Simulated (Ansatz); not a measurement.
Simulated (Ansatz). Plane-wave DFT: an element X is put into a periodic supercell of the crystal below and the atoms relax. X is one of the candidates, and is told by the neutral defect's formation energy over the elements (uncorrected), its moments where the run had spin, and its relaxed neighbours, eight at most.

```
cell
1.0
     3.2794    0.0000    0.0000
    -1.6397    2.8400    0.0000
     0.0000    0.0000    5.2932
Zn O
2 2
Direct
  0.6667 0.3333 0.5006
  0.3333 0.6667 0.0006
  0.6667 0.3333 0.8797
  0.3333 0.6667 0.3797
```

| quantity | value |
| --- | --- |
| host atoms in supercell | 36 |
| functional | PBE |
| wave cutoff | 420 eV |
| k mesh | 2, 2, 2 |
| k shift | 0.5, 0.5, 0.5 mesh steps |
| gaussian smearing | 0.02 eV |
| start displacement | 0 angstrom |
| electrons started on | no chosen atoms |
| candidate elements | Mg, Ti, Y, Zr, In, Pb |
| found formation energy | -2.434 eV |
| found largest move from host sites | 0.022 angstrom |

```tsv
supercell vector	supercell times a (host cell vectors)	supercell times b (host cell vectors)	supercell times c (host cell vectors)
A	-1	-2	-1
B	-1	1	-1
C	2	1	-1
```

| change element | change kind | change place a (host cell vectors) | change place b (host cell vectors) | change place c (host cell vectors) |
| --- | --- | --- | --- | --- |
| X | on Zn | -0.3333 | -0.6667 | -0.4994 |

```json
{"found neighbour element": "O", "found neighbour distance (angstrom)": "1.985"}
{"found neighbour element": "O", "found neighbour distance (angstrom)": "1.985"}
{"found neighbour element": "O", "found neighbour distance (angstrom)": "1.985"}
{"found neighbour element": "O", "found neighbour distance (angstrom)": "1.993"}
```

Task: Which element is X?

Result: Mg.

Caveats: the atoms kept the symmetry of the start, so a distorted state could lie lower; the supercell is small.
